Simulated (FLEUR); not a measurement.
The system is GaAs.

```
As Ga
1.0
     0.00000    2.82685    2.82685
     2.82685    0.00000    2.82685
     2.82685    2.82685    0.00000
As Ga
1 1
Direct
  0.75000 0.75000 0.75000
  0.00000 0.00000 0.00000
```

Base run:

```yaml
Program: FLEUR MaX-R8.1 (later development tree)
Functional: PBEsol
Potentials_or_basis: all-electron
Basis: FLAPW
Kmax: 4.58 1/bohr
k_mesh: 8 × 8 × 8
Occupations: fermi-dirac, width 0.05 eV
Spin: no spin polarisation
```

Its results: band gap on the k mesh 0.45 eV, direct.

Question: The run is repeated on the same cell with these changes: functional from PBEsol to LDA. What comes out?

Answer: Band gap on the k mesh 0.28 eV, direct.

Not every run made on this cell is shown here.
